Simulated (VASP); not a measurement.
# FeSi2 (Linzhiite) (P4/mmm) in VASP: notebook

The runs below take FeSi2 (Linzhiite) through single point, with r2SCAN.

All numbers are computed with VASP 6.6.1; they aren't measurements. Logs are shortened: lines on timing, memory, paths and dates and some standing lists are left out, and cuts for length are marked.

## 1. Starting point

It takes space group P4/mmm (No. 123, tetragonal). Conventional cell: a = 2.684 Å, b = 2.684 Å, c = 5.128 Å, α = 90.00°, β = 90.00°, γ = 90.00°. Around Fe (site symmetry 4/mmm) lie 8 Si at 2.35 Å and 4 Fe at 2.68 Å. Around Si (site symmetry 4mm) lie 4 Fe at 2.35 Å and 5 Si at 2.36 to 2.68 Å.

## 2. Single point, r2SCAN, collinear spin, ferromagnetic start

Contents of INCAR:

```
SYSTEM = FeSi2
PREC = Accurate
ENCUT = 450
EDIFF = 1E-6
ISMEAR = 1
SIGMA = 0.15
LREAL = .False.
LASPH = .True.
NELM = 100
ALGO = Normal
ISIF = 2
LWAVE = .False.
LCHARG = .False.
ISPIN = 2
MAGMOM = 3 0 0
LORBIT = 11
LMAXMIX = 4
METAGGA = R2SCAN
LMIXTAU = .True.
ADDGRID = .False.
```

Contents of KPOINTS:

```
regular mesh
0
Gamma
  6 6 3
  0 0 0
```

Contents of POSCAR:

```
FeSi2
1.0
    2.6840000000      0.0000000000      0.0000000000
    0.0000000000      2.6840000000      0.0000000000
    0.0000000000      0.0000000000      5.1280000000
Fe Si
1 2
Direct
    0.0000000000      0.0000000000      0.0000000000
    0.5000000000      0.5000000000      0.7300000000
    0.5000000000      0.5000000000      0.2700000000
```

Potentials or basis: VASP PAW PBE potentials, release 64 (Fe, Si).

Launch:

```
cat potpaw_PBE.64/Fe/POTCAR potpaw_PBE.64/Si/POTCAR > POTCAR
mpirun -np 1 vasp_std > vasp.out
```

OUTCAR:

```text
SYSTEM = FeSi2
   PREC = Accurate
   ENCUT = 450
   EDIFF = 1E-6
   ISMEAR = 1
   LREAL = .False.
   LASPH = .True.
   NELM = 100
   ISIF = 2
   ISPIN = 2
   LORBIT = 11
   METAGGA = R2SCAN

 Found     20 irreducible k-points:

 Following reciprocal coordinates:
            Coordinates               Weight
  0.000000  0.000000  0.000000      1.000000
  0.166667  0.000000  0.000000      4.000000
  0.333333  0.000000  0.000000      4.000000
  0.500000  0.000000  0.000000      2.000000
  0.166667  0.166667  0.000000      4.000000
  0.333333  0.166667  0.000000      8.000000
   k-points           NKPTS =     20   k-points in BZ     NKDIM =     20   number of bands    NBANDS=     14
   number of dos      NEDOS =    301   number of ions     NIONS =      3
   total plane-waves  NPLWV =  14400
   dimension x,y,z NGX =    20 NGY =   20 NGZ =   36
   dimension x,y,z NGXF=    40 NGYF=   40 NGZF=   72
   ions per type =               1   2
   NGX,Y,Z   is equivalent  to a cutoff of  12.39, 12.39, 11.67 a.u.
   NGXF,Y,Z  is equivalent  to a cutoff of  24.78, 24.78, 23.34 a.u.
 SYSTEM =  FeSi2
   PREC   = accura    normal or accurate (medium, high low for compatibility)
   ISTART =      0    job   : 0-new  1-cont  2-samecut
   ICHARG =      2    charge: 1-file 2-atom 10-const
   ISPIN  =      2    spin polarized calculation?
   LNONCOLLINEAR =      F non collinear calculations
   LSORBIT =      F    spin-orbit coupling
   LASPH  =      T    aspherical Exc in radial PAW
   ENCUT  =  450.0 eV  33.07 Ry    5.75 a.u.   4.64  4.64  8.87*2*pi/ulx,y,z
   NELM   =    100;   NELMIN=  2; NELMDL= -5     # of ELM steps
   EDIFF  = 0.1E-05   stopping-criterion for ELM
[... 8 lines left out ...]
   TEBEG  =    0.0;   TEEND  =   0.0 temperature during run
   PSTRESS=    0.0 pullay stress
   NELECT =      16.0000    total number of electrons
   NUPDOWN=      -1.0000    fix difference up-down
   EMIN   =  10.00;   EMAX   =-10.00  energy-range for DOS
   EFERMI =   0.00;   METHOD = LEGACY
   ISMEAR =     1;   SIGMA  =   0.15  broadening in eV -4-tet -1-fermi 0-gaus
   EFERMI_NEDOS =   21; number of points for ismear=-14 and -15
   IALGO  =     38    algorithm
   IMIX   =      4    mixing-type and parameters
     AMIX     =   0.40;   BMIX     =  1.00
     AMIX_MAG =   1.60;   BMIX_MAG =  1.00
  volume/ion in A,a.u.               =      12.31        83.10
  Fermi-wavevector in a.u.,A,eV,Ry     =   1.238636  2.340683 20.874330  1.534220
  Thomas-Fermi vector in A             =   2.373153
   LORBIT       =     11    0 simple, 1 ext, 2 COOP (PROOUT), +10 PAW based schemes
   METAGGA = R2SCAN    functional components
   LHFCALC =     F    Hartree Fock is set to
   AEXX    =    0.0000 exact exchange contribution
   IVDW    =     0    specifies the selected vdW correction
   LEPSILON=     F    determine dielectric tensor
   LRPA    =     F    only Hartree local field effects (RPA)
 spin polarized calculation
 Methfessel and Paxton  Order N= 1 SIGMA  =   0.15
  energy-cutoff  :      450.00
  volume of cell :       36.94
 maximum number of plane-waves:       821
 NGX is ok and might be reduce to    20
   NGX =  9   NGY =  9   NGZ = 17

[... 29 lines left out ...]
      8       9.0621      1.00000
      9      14.8745      0.00000
     10      14.8745      0.00000
     11      16.9026      0.00000
     12      17.4962      0.00000
     13      18.2708      0.00000
     14      18.5310      0.00000
[... 71 lines left out ...]
      1      -1.8853      1.00000
      2       2.2310      1.00000
      3       3.9407      1.00000
      4       4.6110      1.00000
      5       6.3915      1.00000
      6       7.4957      1.00000
      7       7.7760      1.00000
      8       9.0003      1.00000
      9      10.0044      0.48650
     10      12.8929     -0.00000
     11      13.5873      0.00000
     12      14.5010      0.00000
     13      17.3093      0.00000
     14      19.7187      0.00000

 [... further k-points ...]

 spin component 2

 k-point     1 :       0.0000    0.0000    0.0000
  band No.  band energies     occupation
      1      -4.7393      1.00000
      2       0.2792      1.00000
      3       1.5897      1.00000
      4       6.6237      1.00000
      5       8.4488      1.00000
      6       8.4626      1.00000
      7       8.4626      1.00000
      8       9.1582      1.00000
      9      14.8614      0.00000
     10      14.8614      0.00000
     11      16.8982      0.00000
     12      17.6277      0.00000
     13      18.3307      0.00000
     14      18.5176      0.00000
[... 71 lines left out ...]
      1      -1.9001      1.00000
      2       2.2245      1.00000
      3       3.9589      1.00000
      4       4.6754      1.00000
      5       6.4587      1.00000
      6       7.5980      1.00000
      7       8.0554      1.00000
      8       9.1415      1.00000
      9      10.3995     -0.00058
     10      12.9820     -0.00000
     11      13.6525      0.00000
     12      14.6285      0.00000
     13      17.3109      0.00000
     14      19.7224      0.00000

 [... further k-points ...]

------------------------ aborting loop because EDIFF is reached ----------------------------------------

  FORCE on cell =-STRESS in cart. coord.  units (eV):
  Direction    XX          YY          ZZ          XY          YZ          ZX
  --------------------------------------------------------------------------------------
  -------------------------------------------------------------------------------------
  Total       -0.0229177     -0.0229177     -0.5465356      0.0000000      0.0000000      0.0000000
  in kB       -0.9939574     -0.9939574    -23.7036934      0.0000000      0.0000000      0.0000000
  external PRESSURE =      -8.5638694 kB  Pullay stress =       0.0000000 kB

 VOLUME and BASIS-vectors are now :
 -----------------------------------------------------------------------------
  energy-cutoff  :      450.00
  volume of cell :       36.94
      direct lattice vectors                 reciprocal lattice vectors
     2.684000000  0.000000000  0.000000000     0.372578241  0.000000000  0.000000000
     0.000000000  2.684000000  0.000000000     0.000000000  0.372578241  0.000000000
     0.000000000  0.000000000  5.128000000     0.000000000  0.000000000  0.195007800

 POSITION                                       TOTAL-FORCE (eV/Angst)
 -----------------------------------------------------------------------------------
      0.00000      0.00000      0.00000        -0.000000      0.000000      0.000000
      1.34200      1.34200      3.74344         0.000000     -0.000000     -0.186114
      1.34200      1.34200      1.38456        -0.000000     -0.000000      0.186114
 -----------------------------------------------------------------------------------
    total drift:                               -0.000000     -0.000000      0.000000

  FREE ENERGIE OF THE ION-ELECTRON SYSTEM (eV)
  ---------------------------------------------------
  free  energy   TOTEN  =       -32.5753102557 eV

  energy  without entropy=      -32.5719187122  energy(sigma->0) =      -32.57417974

 total charge

# of ion       s       p       d       tot
------------------------------------------
    1        0.473   0.731   6.685   7.889
    2        0.724   0.908   0.000   1.632
    3        0.724   0.908   0.000   1.632
--------------------------------------------------
tot          1.921   2.547   6.685  11.153

 magnetization (x)

# of ion       s       p       d       tot
------------------------------------------
    1       -0.001  -0.005   0.211   0.205
    2       -0.001  -0.004   0.000  -0.004
    3       -0.001  -0.004   0.000  -0.004
--------------------------------------------------
tot         -0.003  -0.012   0.211   0.196
```

OSZICAR:

```text
N       E                     dE             d eps       ncg     rms          rms(c)
DAV:   1     0.492322591621E+02    0.49232E+02   -0.66010E+03  1120   0.103E+03
DAV:   2    -0.313383886798E+02   -0.80571E+02   -0.71915E+02  1168   0.216E+02
DAV:   3    -0.348251300259E+02   -0.34867E+01   -0.34064E+01  1530   0.514E+01
DAV:   4    -0.348885564198E+02   -0.63426E-01   -0.63360E-01  1284   0.665E+00
DAV:   5    -0.348902930945E+02   -0.17367E-02   -0.17364E-02  1548   0.117E+00    0.190E+01
DAV:   6    -0.363749914218E+02   -0.14847E+01   -0.25479E+01  1412   0.106E+02    0.188E+01
DAV:   7    -0.322973251210E+02    0.40777E+01   -0.12177E+01  1478   0.836E+01    0.623E+00
DAV:   8    -0.325021151817E+02   -0.20479E+00   -0.82046E-01  1454   0.765E+00    0.453E+00
DAV:   9    -0.325543119519E+02   -0.52197E-01   -0.17154E-01  1438   0.809E+00    0.209E+00
DAV:  10    -0.325702014516E+02   -0.15889E-01   -0.95847E-02  1472   0.521E+00    0.953E-01
DAV:  11    -0.325745119296E+02   -0.43105E-02   -0.11827E-02  1576   0.167E+00    0.405E-01
DAV:  12    -0.325750462452E+02   -0.53432E-03   -0.13585E-03  1722   0.487E-01    0.140E-01
DAV:  13    -0.325752265581E+02   -0.18031E-03   -0.22774E-04  1586   0.209E-01    0.916E-02
DAV:  14    -0.325753027616E+02   -0.76203E-04   -0.15666E-04  1752   0.254E-01    0.234E-02
DAV:  15    -0.325753084746E+02   -0.57130E-05   -0.17872E-05  1472   0.518E-02    0.129E-02
DAV:  16    -0.325753100289E+02   -0.15542E-05   -0.12768E-06   892   0.149E-02    0.579E-03
DAV:  17    -0.325753102557E+02   -0.22685E-06   -0.61043E-07   744   0.170E-02
   1 F= -.32575310E+02 E0= -.32574180E+02  d E =-.339154E-02  mag=     0.1859
```

stdout:

```text
POSCAR found type information on POSCAR FeSi
 POSCAR found :  2 types and       3 ions
 scaLAPACK will be used
 -----------------------------------------------------------------------------
|                                                                             |
|                                                                             |
|     You enforced a specific xc type in the INCAR file but a different       |
|     I HOPE YOU KNOW WHAT YOU ARE DOING!                                     |
|                                                                             |
 -----------------------------------------------------------------------------

 LDA part: xc-table for (None), standard interpolation
 POSCAR, INCAR and KPOINTS ok, starting setup
 FFT: planning ... GRIDC
 FFT: planning ... GRID_SOFT
 FFT: planning ... GRID
 WAVECAR not read
 entering main loop
```

Wall time 51 s (1 thread of AMD EPYC 9R45 (Zen 5), shared host); peak memory 0.13 GiB.

These settings aren't checked as converged: the numbers below hold their error.

What came out:

```yaml
Free_energy: -32.5753 eV
Pressure: -0.9 GPa
Largest_force: 0.186 eV/Å
Band_gap_on_the_k_mesh: none (metal or under the smearing width)
Net_moment: 0.19 μB per cell
Site_moments: Fe +0.20; Si -0.00 μB
Valence_electrons_inside_the_program's_atomic_spheres: Fe 7.89; Si 1.63
```

Caveat: the k mesh is coarse (spacing up to 0.41 Å⁻¹), so the values aren't converged; the PAW data sets were made with another functional, which shifts forces and pressure a little.

## 3. Single point, r2SCAN, collinear spin, ferromagnetic start

INCAR, as its differences from that of step 2:

```diff
@@ -2,3 +2,3 @@
 PREC = Accurate
-ENCUT = 450
+ENCUT = 350
 EDIFF = 1E-6
```

Contents of KPOINTS:

```
regular mesh
0
Gamma
  7 7 4
  0 0 0
```

POSCAR is that of step 2.

Potentials or basis: VASP PAW PBE potentials, release 64 (Fe, Si).

Launch:

```
cat potpaw_PBE.64/Fe/POTCAR potpaw_PBE.64/Si/POTCAR > POTCAR
mpirun -np 1 vasp_std > vasp.out
```

It took 41 s on 1 thread of AMD EPYC 9R45 (Zen 5), shared host; peak memory 0.11 GiB.

The run converged, but some of its settings lie outside the range that counts as converged, so its numbers aren't taken as properties of the crystal.

Results:

```yaml
Free_energy: -32.5543 eV
Pressure: -0.9 GPa
Largest_force: 0.159 eV/Å
Band_gap_on_the_k_mesh: none (metal or under the smearing width)
Net_moment: 0.21 μB per cell
Site_moments: Fe +0.24; Si -0.01 μB
Valence_electrons_inside_the_program's_atomic_spheres: Fe 7.88; Si 1.63
```

Caveat: the PAW data sets were made with another functional, which shifts forces and pressure a little.

## 4. Single point, r2SCAN, collinear spin, ferromagnetic start

INCAR, as its differences from that of step 3:

```diff
@@ -2,3 +2,3 @@
 PREC = Accurate
-ENCUT = 350
+ENCUT = 550
 EDIFF = 1E-6
```

Contents of KPOINTS:

```
regular mesh
0
Gamma
  6 6 3
  0 0 0
```

POSCAR is that of step 3.

Launch:

```
cat potpaw_PBE.64/Fe/POTCAR potpaw_PBE.64/Si/POTCAR > POTCAR
mpirun -np 1 vasp_std > vasp.out
```

Run time: 82 s. Hardware: 1 thread of AMD EPYC 9R45 (Zen 5), shared host; peak memory 0.16 GiB.

These settings aren't checked as converged: the numbers below hold their error.

Results:

* Free energy: -32.5750 eV
* Pressure: -0.8 GPa
* Largest force: 0.186 eV/Å
* Band gap on the k mesh: none (metal or under the smearing width)
* Net moment: 0.19 μB per cell
* Site moments: Fe +0.20; Si -0.00 μB
* Valence electrons inside the program's atomic spheres: Fe 7.89; Si 1.63

Caveat: the k mesh is coarse (spacing up to 0.41 Å⁻¹), so the values aren't converged; the PAW data sets were made with another functional, which shifts forces and pressure a little.
